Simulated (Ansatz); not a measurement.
## A point defect in LiH

These are results of DFT PBE, scalar-relativistic, plane waves, PAW in Ansatz, not measurements. (420 eV cutoff, 2×2×2 k-mesh, shifted by half a step, Gaussian smearing of 0.01 eV, collinear spin in charge -1 alone)

Host crystal, relaxed:

```
CELL_PARAMETERS angstrom
0.00000 2.00355 2.00355
2.00355 0.00000 2.00355
2.00355 2.00355 0.00000
ATOMIC_POSITIONS crystal
Li 0.00000 0.00000 0.00000
H 0.50000 0.50000 0.50000
```

Supercell of 32 atoms, rows in host cell vectors: 1 -3 1; -3 1 1; 1 1 -3. Atoms relax at the host's cell, keeping the symmetry that the supercell leaves at the site. The cell is small, so energies carry finite-size errors of tenths of an eV. The host's Kohn–Sham gap is 2.98 eV. Atoms are taken from and returned to the elements' standard states.

The defect is an interstitial at (0.250, 0.250, 0.250) of the host cell.

```tsv
charge	E_f at the valence band top (eV)	moment (μB)	largest move (Å)	atoms near the site
0	2.20	0.00	0.47	4 Li at 1.80 Å, 4 H at 2.21 Å
```

(1) Which element is it? Judge by the nearest distance in charge 0 and covalent radii.
A. Mg
B. Sr
C. As
D. B
E. O

Results:

(1) E. The nearest neighbour is Li at 1.80 Å, and the summed covalent radii with Li are 2.47 Å for As, 2.12 Å for B, 2.69 Å for Mg, 1.94 Å for O, 3.23 Å for Sr, so O fits best. Bonds can miss such sums by a tenth of an ångström or more.